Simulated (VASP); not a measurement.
Set up this calculation in VASP 6.6.1, as the native input.

| Quantity | Value |
| --- | --- |
| Task | single point |
| Functional | PBE0 |
| Potentials or basis | VASP PAW PBE potentials, release 64 (Ca_sv, S) |
| Cutoff | 520 eV |
| k mesh | 6 × 6 × 6 |
| Occupations | gaussian, width 0.02 eV |
| Spin | no spin polarisation |
| Grid for exact exchange (PRECFOCK) | Fast |
| Exchange at q = 0 | truncated |
| Further INCAR settings | ALGO = Normal; EDIFF = 1e-06 |

The system is CaS.

```
Ca S
1.0
     0.00000    2.82024    2.82024
     2.82024    0.00000    2.82024
     2.82024    2.82024    0.00000
Ca S
1 1
Direct
  0.00000 0.00000 0.00000
  0.50000 0.50000 0.50000
```

The cell comes from a database or a generator and needn't be the stable form of this composition.

These files were run (other wordings do the same):

POSCAR

```
CaS
1.0
    0.0000000000      2.8202400000      2.8202400000
    2.8202400000      0.0000000000      2.8202400000
    2.8202400000      2.8202400000      0.0000000000
Ca S
1 1
Direct
    0.0000000000      0.0000000000      0.0000000000
    0.5000000000      0.5000000000      0.5000000000
```

INCAR.step1

```
  ALGO = Normal
  EDIFF = 1E-5
  ENCUT = 520
  GGA = PE
  ISIF = 2
  ISMEAR = 0
  LASPH = T
  LCHARG = F
  LREAL = F
  LWAVE = T
  NELM = 100
  PREC = Accurate
  SIGMA = 0.02
```

INCAR.step2

```
  AEXX = 0.25
  ALGO = Normal
  EDIFF = 1E-6
  ENCUT = 520
  GGA = PE
  HFRCUT = -1
  ISIF = 2
  ISMEAR = 0
  ISTART = 1
  LASPH = T
  LCHARG = F
  LHFCALC = T
  LREAL = F
  LWAVE = F
  NELM = 100
  PREC = Accurate
  PRECFOCK = Fast
  SIGMA = 0.02
```

KPOINTS

```
k-points
0
Gamma
  6 6 6
```

Potentials or basis: VASP PAW PBE potentials, release 64 (Ca_sv, S).

Command:

```console
$ cat potpaw_PBE.64/Ca_sv/POTCAR potpaw_PBE.64/S/POTCAR > POTCAR
$ cp INCAR.step1 INCAR
$ mpirun -np 1 vasp_std > vasp.out
$ cp INCAR.step2 INCAR
$ mpirun -np 1 vasp_std > vasp.out
```

Results of the run:

```yaml
Pressure: 2.1 GPa
Band_gap_on_the_k_mesh: 4.03 eV, indirect (least direct gap 4.98 eV)
```

Caveat: the PAW data sets were made with another functional, which shifts forces and pressure a little.

Run time: 8.7 min on 1 thread of Intel(R) Xeon(R) 6975P-C (Granite Rapids), on a shared host, peak memory 0.19 GiB.
